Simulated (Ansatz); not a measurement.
# Pb7F16: the cost of one run

Method: DFT, PBE, plane-wave PAW, default files, scalar-relativistic, as far as a step names no other, in Ansatz 0.2.0.

**1. Starting point**

It takes space group Cm (No. 8, monoclinic). Conventional cell: a = 12.854 Å, b = 7.782 Å, c = 9.980 Å, α = 90.00°, β = 130.09°, γ = 90.00°. Pb (site symmetry m) is surrounded by 9 F at 2.48 to 2.84 Å. Pb (site symmetry 1) is surrounded by 9 F at 2.48 to 2.84 Å. F (site symmetry m) has 4 Pb at 2.48 to 2.51 Å as nearest neighbours. Around F (site symmetry m) lie 3 Pb at 2.49 to 2.51 Å. Around F (site symmetry 1) lie 3 Pb at 2.48 to 2.51 Å. Only part of the 17 independent sites is listed.

Coordinates:

```xyz
23
Lattice="0.0000 3.8910 7.6357 6.4269 0.0000 7.6357 6.4269 3.8910 0.0000" Properties=species:S:1:pos:R:3 pbc="T T T"
Pb    4.8587    2.9182    8.4222
Pb    7.9951    4.8637    6.8493
Pb    7.9951    4.8637   14.4850
Pb    4.7816    0.9727    4.6044
Pb    4.7816    4.8637    4.6044
Pb    8.0722    2.9182   10.6671
Pb    8.0722    6.8092   10.6671
F     7.3395    2.9182    8.2848
F     7.3395    6.8092    8.2848
F     5.5143    0.9727    6.9867
F     5.5143    4.8637    6.9867
F     2.3008    0.9727    4.4669
F     8.7277    4.8637   12.1026
F     4.1261    2.9182    3.1688
F    10.5530    6.8092   10.8046
F     3.5412    2.9182    6.2155
F     9.9681    2.9182    6.2155
F     2.8857    4.8637    9.0560
F     9.3126    4.8637    9.0560
F     6.0991    4.8637   10.0334
F     6.0991    4.8637    2.3976
F     6.7547    2.9182   12.8739
F     6.7547    2.9182    5.2381
```

The vacant site is at (0.049, 0.054, 0.702) in fractional coordinates of the input's cell.

**2. First run, atoms as given**

The input, input.yaml:

```yaml
crystal:
  lattice:
    - [0.0, 3.89098, 7.63574]
    - [6.42689, 0.0, 7.63574]
    - [6.42689, 3.89098, 0.0]
  atoms:
    - { symbol: Pb, position: [0.5485, 0.5545, 0.2015] }
    - { symbol: Pb, position: [0.4515, 0.4455, 0.7985] }
    - { symbol: Pb, position: [0.9515, 0.9455, 0.2985] }
    - { symbol: Pb, position: [0.0545, 0.5485, 0.1955] }
    - { symbol: Pb, position: [0.5545, 0.0485, 0.6955] }
    - { symbol: Pb, position: [0.4455, 0.9515, 0.3045] }
    - { symbol: Pb, position: [0.9455, 0.4515, 0.8045] }
    - { symbol: F, position: [0.3465, 0.7385, 0.4035] }
    - { symbol: F, position: [0.8465, 0.2385, 0.9035] }
    - { symbol: F, position: [0.1535, 0.7615, 0.0965] }
    - { symbol: F, position: [0.6535, 0.2615, 0.5965] }
    - { symbol: F, position: [0.2385, 0.3465, 0.0115] }
    - { symbol: F, position: [0.7385, 0.8465, 0.5115] }
    - { symbol: F, position: [0.2615, 0.1535, 0.4885] }
    - { symbol: F, position: [0.7615, 0.6535, 0.9885] }
    - { symbol: F, position: [0.5065, 0.3075, 0.2435] }
    - { symbol: F, position: [0.0065, 0.8075, 0.7435] }
    - { symbol: F, position: [0.9935, 0.1925, 0.2565] }
    - { symbol: F, position: [0.4935, 0.6925, 0.7565] }
    - { symbol: F, position: [0.8075, 0.5065, 0.4425] }
    - { symbol: F, position: [0.3075, 0.0065, 0.9425] }
    - { symbol: F, position: [0.6925, 0.9935, 0.0575] }
    - { symbol: F, position: [0.1925, 0.4935, 0.5575] }
total_charge: -2
kpoints:
  mp_grid: { grid: [3, 3, 3] }
scf:
  occupations: { method: fermi_dirac, width: 0.01 }
hamiltonian:
  xc: pbe
  pseudopotentials: { kind: paw }
output:
  forces: true
  stress: true
  populations: true
  efg: { contact_densities: true }
```

Command:

```sh
$ ansatz run input.yaml --threads 1 --pin off --max-ram 3072MiB --backend cpu --events-out ev --progress --plain --runs-dir out
```

What time and memory should one allow on 1 thread of Intel Xeon Platinum 8488C (Sapphire Rapids), shared host?

About 66 s, with a peak of 0.94 GiB.
